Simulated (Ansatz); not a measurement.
Input deck for Ansatz 0.2.0, then the block of the output on the nuclei.

The cell is a COD entry, relaxed with PBE at fixed cell and then changed (z compressed by 1 %, ions relaxed).

```yaml
crystal:
  lattice:
    - [5.1849992558, 0.0, 0.0]
    - [-2.5924996279, 4.4903410741, 0.0]
    - [0.0, 0.0, 2.87892]
  atoms:
    - { symbol: Ta, position: [0.0, 0.0, 0.0], spin: 2.0 }
    - { symbol: Ta, position: [0.3333333333, 0.6666666667, 0.5], spin: 2.0 }
    - { symbol: Ta, position: [0.6666666667, 0.3333333333, 0.5], spin: 2.0 }
    - { symbol: "N", position: [0.5, 0.0, 0.0] }
    - { symbol: "N", position: [0.5, 0.5, 0.0] }
    - { symbol: "N", position: [0.0, 0.5, 0.0] }
magnetization:
  spin_polarized: true
kpoints:
  mp_grid: { grid: [10, 10, 16] }
scf:
  occupations: { method: fermi_dirac, width: 0.05 }
hamiltonian:
  xc: pbe
  pseudopotentials: { kind: paw }
output:
  forces: true
  stress: true
  populations: true
  efg:
    quadrupole_moments_barn: { Ta: 3.17, "N": 0.02044 }
    contact_densities: true
relax:
  f_tol: 0.02
  max_steps: 60
```

```sh
ansatz run input.yaml --threads 1 --pin off --max-ram 3072MiB --backend cpu --events-out ev --progress --plain --runs-dir out
```

The run relaxes the ions first, and the block belongs to the relaxed positions.

Of the output, the block on the nuclei alone is shown; the set-up, the SCF iterations, energies, forces and stress are cut. One atom of each set with nearly equal values is shown.

```
--- PAW observables at the nuclei: V_zz in 10²¹ V/m², potentials from the cell's mean, atoms counted from 1 ---
  atom   1  Ta V_zz =   -47.652282   η = 0.0000   by run symmetry: allowed   C_q = -3652.5598 MHz
            electrostatic potential = -14499.614891 V   contact ρ = 8154416.796315 e/Å³   contact ρ_s (e/Å³): all electrons +0.000014, valence +0.000015
  atom   2  Ta V_zz =   -39.204215   η = 0.0000   by run symmetry: allowed   C_q = -3005.0133 MHz
            electrostatic potential = -14500.046983 V   contact ρ = 8154474.271471 e/Å³   contact ρ_s (e/Å³): all electrons -0.000007, valence -0.000008
  atom   4  N  V_zz =    +2.972316   η = 0.7125   by run symmetry: allowed   C_q = +1.4690 MHz
            electrostatic potential = -529.266951 V   contact ρ = 1414.604398 e/Å³   contact ρ_s (e/Å³): all electrons +0.000003, valence +0.000004
```

The relaxation (1 step) took 34 s of wall time (33 s of CPU time) and 0.82 GiB at its peak, on 1 thread of Intel Xeon 6975P-C (Granite Rapids) (x86_64; 16 cores open to the job, memory cap 3.0 GiB, no GPU), a shared host with a load of 0.5 a core.

With no gap above 0.1 eV, as in a metal, the gradients converge slowly in k; expect changes of a tenth or more on a denser mesh. Without spin–orbit coupling the gradients at and beside Ta can be off by some per cent, at some sites by more. With these PAW files V_zz is typically within 2 to 3 % of all-electron values, but misses above 10 % occur on Ta. At this changed cell the PBE pressure is 15 GPa. The start moments die out, and the run ends without spin.
